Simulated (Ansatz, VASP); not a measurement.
**C in VASP and in Ansatz**

```
CELL_PARAMETERS angstrom
0.00000 2.12700 3.34800
1.22800 0.00000 3.34800
1.22800 2.12700 0.00000
ATOMIC_POSITIONS crystal
C 0.16667 0.83333 0.16667
C 0.83333 0.16667 0.83333
```

Alike in both runs: task electric field gradients; functional PBE; k mesh 5 × 5 × 5; occupations fermi-dirac, width 0.05 eV; no spin polarisation.

|  | VASP | Ansatz |
| --- | --- | --- |
| version | VASP 6.6.1 | Ansatz 0.2.0 |
| potentials or method | VASP PAW PBE potentials, release 64 (C) | PAW with Ansatz's default frozen-core files, scalar-relativistic |
| plane-wave cutoff (eV) | 520 | 420 |
| valence electrons in the cell | 8 | 8 |

```csv
,VASP,Ansatz,Ansatz less VASP
pressure (GPa),5.2,4.7,-0.47
largest component of the traceless stress (GPa),1.74,1.21,-0.524
rms of the force components (eV/Å),0.040,0.040,0.0000
Vzz of the field gradient on the site that differs most (V/Å²),31.2,23.6,-7.51
```

Atom by atom the forces differ by 0.000 eV/Å (rms over components).

Caveats: the k mesh is coarse (spacing up to 0.62 Å⁻¹), so the values aren't converged. A k mesh can miss the band edges.
